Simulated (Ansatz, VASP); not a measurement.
## One calculation of GaP, two programs

```
Ga P
1.0
     0.00000    2.71963    2.71963
     2.71963    0.00000    2.71963
     2.71963    2.71963    0.00000
Ga P
1 1
Direct
  0.00000 0.00000 0.00000
  0.25000 0.25000 0.25000
```

The cell was built by a generator and needn't be a form met in nature.

Alike in both runs: functional PBEsol; k mesh 10 × 10 × 10; occupations gaussian, width 0.02 eV; no spin polarisation.

Ansatz relaxed the structure, and its values are those at the end. VASP's run is a single point on that final structure, the one shown.

|  | VASP | Ansatz |
| --- | --- | --- |
| version | VASP 6.6.1 | Ansatz 0.2.0 |
| potentials or method | VASP PAW PBE potentials, release 64 (Ga_d, P) | scalar-relativistic, plane waves, PAW |
| plane-wave cutoff (eV) | 520 | 420 |
| valence electrons in the cell | 18 | 18 |

```tsv
	VASP	Ansatz	Ansatz less VASP
gap on the k mesh at the Fermi level (eV)	1.47	1.47	-0.001
least direct gap on the mesh (eV)	1.80	1.79	-0.007
pressure (GPa)	-0.1	0.0	+0.11
```

Ansatz warned: «pseudo_functional_mismatch».

Caveats: the PAW data sets were made with another functional, which shifts forces and pressure a little (VASP). A k mesh can miss the band edges. As with any semilocal functional, this PBEsol gap is likely too small.
